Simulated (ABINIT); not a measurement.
Be2C:

```xyz
3
Lattice="0.0000 2.1650 2.1650 2.1650 0.0000 2.1650 2.1650 2.1650 0.0000" Properties=species:S:1:pos:R:3 pbc="T T T"
C     0.0000    0.0000    0.0000
Be    3.2475    3.2475    3.2475
Be    1.0825    1.0825    1.0825
```

Program: ABINIT 10.8.3 (patched build). Alike in all runs: task band structure; no spin polarisation; cell as given; k mesh 11 × 11 × 11; smearing fermi-dirac 0.05 eV. Hardware: 4 MPI ranks on Intel(R) Xeon(R) Platinum 8259CL CPU @ 2.50GHz (Skylake/Cascade Lake), on a shared host.

Problem. Order these runs on this cell by their wall time, lowest first.
A. level r2SCAN; potentials or basis JTH PAW PBE v2.0; cutoff (eV) 626; fine-grid cutoff 1224.51 eV
B. level TB-mBJ; potentials or basis JTH PAW LDA v2.0; cutoff (eV) 626; fine-grid cutoff 1224.51 eV
C. level LDA; potentials or basis JTH PAW LDA v2.0; cutoff (eV) 517; fine-grid cutoff 1034.03 eV
D. level PBEsol; potentials or basis PseudoDojo NC SR PBEsol v0.4.1 standard; cutoff (eV) 1197

Solution. C (7.2 s), D (20 s), A (41 s), B (110 s).

Runs at the PBE level aren't shown here.
